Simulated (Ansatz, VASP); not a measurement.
**One calculation of BN, two programs**

Contents of INCAR:

```
PREC = Accurate
ENCUT = 520
EDIFF = 1E-8
ISMEAR = -1
SIGMA = 0.02
LREAL = False
LASPH = True
NELM = 80
ALGO = Normal
ISIF = 2
LWAVE = False
LCHARG = False
GGA = PE
LEFG = True
NBANDS = 16
```

File KPOINTS:

```
Automatic mesh
0
Gamma
  11 11 4
```

File POSCAR:

```
BN
1.0
    2.4528754899      0.0000000000      0.0000000000
   -1.2264377450      2.1242524866      0.0000000000
    0.0000000000      0.0000000000      6.5252189874
B N
2 2
Direct
    0.3333333333      0.6666666667      0.2500000000
    0.6666666667      0.3333333333      0.7500000000
    0.3333333333      0.6666666667      0.7500000000
    0.6666666667      0.3333333333      0.2500000000
```

Input for Ansatz:

```yaml
crystal:
  lattice:
    - [2.4528754899, 0.0, 0.0]
    - [-1.226437745, 2.1242524866, 0.0]
    - [0.0, 0.0, 6.5252189874]
  atoms:
    - { symbol: B, position: [0.3333333333, 0.6666666667, 0.25] }
    - { symbol: B, position: [0.6666666667, 0.3333333333, 0.75] }
    - { symbol: "N", position: [0.3333333333, 0.6666666667, 0.75] }
    - { symbol: "N", position: [0.6666666667, 0.3333333333, 0.25] }
kpoints:
  mp_grid: { grid: [11, 11, 4] }
scf:
  occupations: { method: fermi_dirac, width: 0.02 }
hamiltonian:
  xc: pbe
  pseudopotentials: { kind: all_electron, datasets: crystal }
output:
  forces: true
  stress: true
  eigenvalues: true
  efg: { contact_densities: true }
```

Change from the starting cell: volume scaled by 0.94, crystal datasets.

Alike in both runs: task electric field gradients; functional PBE; k mesh 11 × 11 × 4; occupations fermi-dirac, width 0.02 eV; no spin polarisation.

|  | VASP | Ansatz |
| --- | --- | --- |
| version | VASP 6.6.1 | Ansatz 0.2.0 |
| potentials or method | VASP PAW PBE potentials, release 64 (B, N) | all-electron PAW with datasets made for the crystal, scalar-relativistic |
| plane-wave cutoff (eV) | 520 | see its input |

|  | VASP | Ansatz | Ansatz less VASP |
| --- | --- | --- | --- |
| gap on the k mesh at the Fermi level (eV) | 4.41 | 4.41 | 0.000 |
| pressure (GPa) | 20.5 | 20.4 | -0.10 |
| largest component of the traceless stress (GPa) | 16.86 | 16.57 | -0.290 |
| Vzz of the field gradient on the site that differs most (V/Å²) | 36.6 | 30.1 | -6.47 |

Ansatz ran all-electron here, so the differences hold the error of VASP's frozen core and of both bases.

Caveats: so large a pressure means that the cell lies far from this level's equilibrium, or that cutoff or potentials fall short (VASP); an odd mesh through Γ misses points on the zone boundary, where band edges often lie; this functional lacks dispersion, which binds the layers, so the pressure and a relaxed spacing across them are unreliable.
